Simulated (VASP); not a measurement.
# Cu in VASP: relaxation of the atoms with PBE

Aim: the relaxation of the atoms of Cu with PBE.

All numbers are computed with VASP 6.6.1; they aren't measurements. Logs are shortened: lines on timing, memory, paths and dates and some standing lists are left out, and cuts for length are marked.

### 1 The structure

The cell holds a slab with vacuum, 5 atoms: a = 2.827 Å, b = 2.827 Å, c = 20.983 Å, α = 90.00°, β = 90.00°, γ = 90.00°.

The cell was built by a generator and needn't be a form met in nature.

### 2 Relaxation of the atoms, PBE

Input file INCAR:

```
SYSTEM = Cu
  ALGO = Normal
  EDIFF = 1E-7
  EDIFFG = -0.01
  ENCUT = 520
  GGA = PE
  IBRION = 2
  ISIF = 2
  ISMEAR = 1
  KPAR = 8
  LASPH = .TRUE.
  LCHARG = .FALSE.
  LREAL = .FALSE.
  LWAVE = .FALSE.
  NELM = 60
  NSW = 40
  PREC = Accurate
  SIGMA = 0.2
```

Input file KPOINTS:

```
k-points
0
G
  14 14 1
  0 0 0
```

Input file POSCAR:

```
Cu
1.0
    2.8273394687      0.0000000000      0.0000000000
    0.0000000000      2.8273394687      0.0000000000
    0.0000000000      0.0000000000     20.9830000000
Cu
5
Direct
    0.0000000000      0.0000000000      0.3574322070
    0.5000000000      0.5000000000      0.4287114922
    0.0000000000      0.0000000000      0.4999907775
    0.5000000000      0.5000000000      0.5712700627
    0.0000000000      0.0000000000      0.6425493479
```

Potentials or basis: VASP PAW PBE potentials, release 64 (Cu).

Started as:

```
> cat potpaw_PBE.64/Cu/POTCAR > POTCAR
> mpirun -np 8 vasp_std > vasp.out
```

OUTCAR:

```text
SYSTEM = Cu
   EDIFF = 1E-7
   EDIFFG = -0.01
   ENCUT = 520
   GGA = PE
   IBRION = 2
   ISIF = 2
   ISMEAR = 1
   LASPH = .TRUE.
   LREAL = .FALSE.
   NELM = 60
   NSW = 40
   PREC = Accurate

 ion  position               nearest neighbor table
   1  0.000  0.000  0.357-   2 2.50   2 2.50   2 2.50   2 2.50
   2  0.500  0.500  0.429-   1 2.50   1 2.50   1 2.50   1 2.50   3 2.50   3 2.50   3 2.50   3 2.50

   3  0.000  0.000  0.500-   4 2.50   4 2.50   4 2.50   4 2.50   2 2.50   2 2.50   2 2.50   2 2.50

   4  0.500  0.500  0.571-   3 2.50   5 2.50   3 2.50   5 2.50   3 2.50   5 2.50   3 2.50   5 2.50

   5  0.000  0.000  0.643-   4 2.50   4 2.50   4 2.50   4 2.50

  LATTYP: Found a simple tetragonal cell.
 ALAT       =     2.8273394687
 C/A-ratio  =     7.4214646781

  Lattice vectors:

 A1 = (   2.8273394687,   0.0000000000,   0.0000000000)
 A2 = (   0.0000000000,   2.8273394687,   0.0000000000)
 A3 = (   0.0000000000,   0.0000000000,  20.9830000000)

Analysis of symmetry for initial positions (statically):
=====================================================================
 Subroutine PRICEL returns:
 Original cell was already a primitive cell.

 Routine SETGRP: Setting up the symmetry group for a
 simple tetragonal supercell.

 Subroutine GETGRP returns: Found 16 space group operations
 (whereof  8 operations were pure point group operations)
 out of a pool of 16 trial point group operations.

The static configuration has the point symmetry C_4v.
 The point group associated with its full space group is D_4h.

Analysis of symmetry for dynamics (positions and initial velocities):
=====================================================================
 Subroutine PRICEL returns:
 Original cell was already a primitive cell.

 Routine SETGRP: Setting up the symmetry group for a
 simple tetragonal supercell.

 Subroutine GETGRP returns: Found 16 space group operations
 (whereof  8 operations were pure point group operations)
 out of a pool of 16 trial point group operations.

The dynamic configuration has the point symmetry C_4v.
 The point group associated with its full space group is D_4h.

 Subroutine INISYM returns: Found 16 space group operations
 (whereof  8 operations are pure point group operations),
 and found     1 'primitive' translations

----------------------------------------------------------------------------------------

                                     Primitive cell

  volume of cell :     167.7349

  direct lattice vectors                    reciprocal lattice vectors
     2.827339469  0.000000000  0.000000000     0.353689400  0.000000000  0.000000000
     0.000000000  2.827339469  0.000000000     0.000000000  0.353689400  0.000000000
     0.000000000  0.000000000 20.983000000     0.000000000  0.000000000  0.047657628

  length of vectors
     2.827339469  2.827339469 20.983000000     0.353689400  0.353689400  0.047657628

  position of ions in fractional coordinates (direct lattice)
     0.000000000  0.000000000  0.357432207
     0.500000000  0.500000000  0.428711492
     0.000000000  0.000000000  0.499990778
     0.500000000  0.500000000  0.571270063
     0.000000000  0.000000000  0.642549348

  ion indices of the primitive-cell ions
   primitive index   ion index
                 1           1
                 2           2
                 3           3
                 4           4
                 5           5

----------------------------------------------------------------------------------------

 KPOINTS: k-points

Automatic generation of k-mesh.
 Grid dimensions read from file:
 generate k-points for:   14   14    1

 Generating k-lattice:

  Cartesian coordinates                     Fractional coordinates (reciprocal lattice)
     0.025263529  0.000000000  0.000000000     0.071428571  0.000000000  0.000000000
     0.000000000  0.025263529  0.000000000     0.000000000  0.071428571  0.000000000
     0.000000000  0.000000000  0.047657628     0.000000000  0.000000000  1.000000000

  Length of vectors
     0.025263529  0.025263529  0.047657628

  Shift w.r.t. Gamma in fractional coordinates (k-lattice)
     0.000000000  0.000000000  0.000000000

 Subroutine IBZKPT returns following result:
 ===========================================

 Found     36 irreducible k-points:

 Following reciprocal coordinates:
            Coordinates               Weight
  0.000000  0.000000  0.000000      1.000000
  0.071429  0.000000  0.000000      4.000000
  0.142857  0.000000  0.000000      4.000000
  0.214286  0.000000  0.000000      4.000000
  0.285714  0.000000  0.000000      4.000000
  0.357143  0.000000  0.000000      4.000000
[... 16 lines left out ...]
  0.285714  0.214286  0.000000      8.000000
  0.357143  0.214286  0.000000      8.000000
 [... further k-points ...]
   k-points           NKPTS =     36   k-points in BZ     NKDIM =     36   number of bands    NBANDS=     33
   number of dos      NEDOS =    301   number of ions     NIONS =      5
   total plane-waves  NPLWV =  92160
   dimension x,y,z NGX =    24 NGY =   24 NGZ =  160
   dimension x,y,z NGXF=    48 NGYF=   48 NGZF=  320
   ions per type =               5
   NGX,Y,Z   is equivalent  to a cutoff of  14.11, 14.11, 12.68 a.u.
   NGXF,Y,Z  is equivalent  to a cutoff of  28.22, 28.22, 25.35 a.u.
 SYSTEM =  Cu
   PREC   = accura    normal or accurate (medium, high low for compatibility)
   ISTART =      0    job   : 0-new  1-cont  2-samecut
   ICHARG =      2    charge: 1-file 2-atom 10-const
   ISPIN  =      1    spin polarized calculation?
   LNONCOLLINEAR =      F non collinear calculations
   LSORBIT =      F    spin-orbit coupling
   LASPH  =      T    aspherical Exc in radial PAW
   ENCUT  =  520.0 eV  38.22 Ry    6.18 a.u.   5.26  5.26 39.01*2*pi/ulx,y,z
   NELM   =     60;   NELMIN=  2; NELMDL= -5     # of ELM steps
   EDIFF  = 0.1E-06   stopping-criterion for ELM
   LREAL  =      F    real-space projection
   EDIFFG = -.1E-01   stopping-criterion for IOM
   NSW    =     40    number of steps for IOM
   IBRION =      2    ionic relax: 0-MD 1-quasi-New 2-CG
   NFREE  =      1    steps in history (QN), initial steepest desc. (CG)
   ISIF   =      2    stress and relaxation
   ISYM   =      2    0-nonsym 1-usesym 2-fastsym
   POTIM  = 0.5000    time-step for ionic-motion
   TEBEG  =    0.0;   TEEND  =   0.0 temperature during run
   PSTRESS=    0.0 pullay stress
   NELECT =      55.0000    total number of electrons
   NUPDOWN=      -1.0000    fix difference up-down
   EMIN   =  10.00;   EMAX   =-10.00  energy-range for DOS
   EFERMI =   0.00;   METHOD = LEGACY
   ISMEAR =     1;   SIGMA  =   0.20  broadening in eV -4-tet -1-fermi 0-gaus
   EFERMI_NEDOS =   21; number of points for ismear=-14 and -15
   IALGO  =     38    algorithm
   IMIX   =      4    mixing-type and parameters
     AMIX     =   0.40;   BMIX     =  1.00
     AMIX_MAG =   1.60;   BMIX_MAG =  1.00
  volume/ion in A,a.u.               =      33.55       226.39
  Fermi-wavevector in a.u.,A,eV,Ry     =   1.128898  2.133307 17.339399  1.274410
  Thomas-Fermi vector in A             =   2.265589
   LORBIT       =      0    0 simple, 1 ext, 2 COOP (PROOUT), +10 PAW based schemes
   GGA     = PE    functional components
   LHFCALC =     F    Hartree Fock is set to
   AEXX    =    0.0000 exact exchange contribution
   IVDW    =     0    specifies the selected vdW correction
   LEPSILON=     F    determine dielectric tensor
   LRPA    =     F    only Hartree local field effects (RPA)
 conjugate gradient relaxation of ions
 non-spin polarized calculation
 Methfessel and Paxton  Order N= 1 SIGMA  =   0.20
  energy-cutoff  :      520.00
  volume of cell :      167.73
 maximum number of plane-waves:      4591
 NGX is ok and might be reduce to    24
   NGX = 11   NGY = 11   NGZ = 79

--------------------------------------- Ionic step        1  -------------------------------------------

 number of electron      54.9999998 magnetization

 Free energy of the ion-electron system (eV)
  ---------------------------------------------------
  ext. energy  EPLUGINS =         0.00000000
  ---------------------------------------------------
  free energy    TOTEN  =       -16.98707462 eV

  energy without entropy =      -16.99046131  energy(sigma->0) =      -16.98820352

------------------------ aborting loop because EDIFF is reached ----------------------------------------

  FORCE on cell =-STRESS in cart. coord.  units (eV):
  Direction    XX          YY          ZZ          XY          YZ          ZX
  --------------------------------------------------------------------------------------
  -------------------------------------------------------------------------------------
  Total       -2.4794930     -2.4794930      0.2567480      0.0000000      0.0000000      0.0000000
  in kB      -23.6837229    -23.6837229      2.4524158      0.0000000      0.0000000      0.0000000
  external PRESSURE =     -14.9716766 kB  Pullay stress =       0.0000000 kB

 VOLUME and BASIS-vectors are now :
 -----------------------------------------------------------------------------
  energy-cutoff  :      520.00
  volume of cell :      167.73
      direct lattice vectors                 reciprocal lattice vectors
     2.827339469  0.000000000  0.000000000     0.353689400  0.000000000  0.000000000
     0.000000000  2.827339469  0.000000000     0.000000000  0.353689400  0.000000000
     0.000000000  0.000000000 20.983000000     0.000000000  0.000000000  0.047657628
[... 157 lines left out ...]
 POSITION                                       TOTAL-FORCE (eV/Angst)
 -----------------------------------------------------------------------------------
      0.00000      0.00000      7.49333         0.000000     -0.000000     -0.032293
      1.41367      1.41367      8.96501         0.000000      0.000000     -0.010555
      0.00000      0.00000     10.49131         0.000000      0.000000     -0.000000
      1.41367      1.41367     12.01761         0.000000     -0.000000      0.010555
      0.00000      0.00000     13.48929         0.000000      0.000000      0.032293
 -----------------------------------------------------------------------------------
    total drift:                                0.000000      0.000000      0.000001

  FREE ENERGIE OF THE ION-ELECTRON SYSTEM (eV)
  ---------------------------------------------------
  free  energy   TOTEN  =       -16.9931925138 eV

  energy  without entropy=      -16.9956417187  energy(sigma->0) =      -16.99400892

--------------------------------------- Ionic step        6  -------------------------------------------

 number of electron      54.9999997 magnetization

 Free energy of the ion-electron system (eV)
  ---------------------------------------------------
  ext. energy  EPLUGINS =         0.00000000
  ---------------------------------------------------
  free energy    TOTEN  =       -16.99393753 eV

  energy without entropy =      -16.99702175  energy(sigma->0) =      -16.99496561

 E-fermi :  -0.1469     XC(G=0):  -5.4989

 val. band max:       -0.1757997951   @ k =   0.4286   0.4286   0.0000
 cond. band min:      -0.1401936385   @ k =   0.5000   0.1429   0.0000
 fundamental gap:      0.0356061565
 Fermi energy:        -0.1469225019

 k-point     1 :       0.0000    0.0000    0.0000
  band No.  band energies     occupation
      1      -8.6926      2.00000
      2      -7.1762      2.00000
      3      -5.1698      2.00000
      4      -4.3587      2.00000
      5      -4.3519      2.00000
      6      -4.1472      2.00000
[... 853 lines left out ...]
     32       4.5495      0.00000
     33       6.0882      0.00000

 [... further k-points ...]

------------------------ aborting loop because EDIFF is reached ----------------------------------------

  FORCE on cell =-STRESS in cart. coord.  units (eV):
  Direction    XX          YY          ZZ          XY          YZ          ZX
  --------------------------------------------------------------------------------------
  -------------------------------------------------------------------------------------
  Total       -2.8823619     -2.8823619     -0.0196059      0.0000000      0.0000000      0.0000000
  in kB      -27.5318625    -27.5318625     -0.1872727      0.0000000      0.0000000      0.0000000
  external PRESSURE =     -18.4169992 kB  Pullay stress =       0.0000000 kB

 VOLUME and BASIS-vectors are now :
 -----------------------------------------------------------------------------
  energy-cutoff  :      520.00
  volume of cell :      167.73
      direct lattice vectors                 reciprocal lattice vectors
     2.827339469  0.000000000  0.000000000     0.353689400  0.000000000  0.000000000
     0.000000000  2.827339469  0.000000000     0.000000000  0.353689400  0.000000000
     0.000000000  0.000000000 20.983000000     0.000000000  0.000000000  0.047657628

 POSITION                                       TOTAL-FORCE (eV/Angst)
 -----------------------------------------------------------------------------------
      0.00000      0.00000      7.47448         0.000000     -0.000000      0.001080
      1.41367      1.41367      8.95435         0.000000      0.000000     -0.006963
      0.00000      2.82734     10.49131         0.000000     -0.000000      0.000000
      1.41367      1.41367     12.02826         0.000000      0.000000      0.006963
      0.00000      0.00000     13.50813         0.000000      0.000000     -0.001080
 -----------------------------------------------------------------------------------
    total drift:                                0.000000      0.000000      0.000005

  FREE ENERGIE OF THE ION-ELECTRON SYSTEM (eV)
  ---------------------------------------------------
  free  energy   TOTEN  =       -16.9939375324 eV

  energy  without entropy=      -16.9970217534  energy(sigma->0) =      -16.99496561

 reached required accuracy - stopping structural energy minimisation
```

It took 2.7 min on 8 MPI ranks of Intel Xeon Platinum 8488C (Sapphire Rapids), shared host; peak memory 0.43 GiB.

Results:

```yaml
Free_energy: -16.9939 eV
Energy_gained_by_relaxing: 1.4 meV/atom
Ionic_steps: 6
Largest_force_after_relaxing: 0.007 eV/Å
Band_gap_on_the_k_mesh: none (metal or under the smearing width)
```

Forces in eV/Å, atoms in the order of the input:
```
Cu   0.000  0.000  0.001
Cu   0.000  0.000 -0.007
Cu   0.000  0.000  0.000
Cu   0.000  0.000  0.007
Cu   0.000  0.000 -0.001
```

The path:
```tsv
step	energy change (eV)	largest force (eV/Å)	pressure (GPa)
1	0.0000	0.1944	-1.50
2	-0.0031	0.1221	-1.47
3	-0.0049	0.0536	-1.44
4	-0.0052	0.0485	-1.49
5	-0.0061	0.0323	-1.61
6	-0.0069	0.0070	-1.84
```

Final structure:
```xyz
5
Lattice="2.8273 0.0000 0.0000 0.0000 2.8273 0.0000 0.0000 0.0000 20.9830" Properties=species:S:1:pos:R:3 pbc="T T T"
Cu    0.0000    0.0000    7.4745
Cu    1.4137    1.4137    8.9544
Cu    0.0000    2.8273   10.4913
Cu    1.4137    1.4137   12.0283
Cu    0.0000    0.0000   13.5081
```
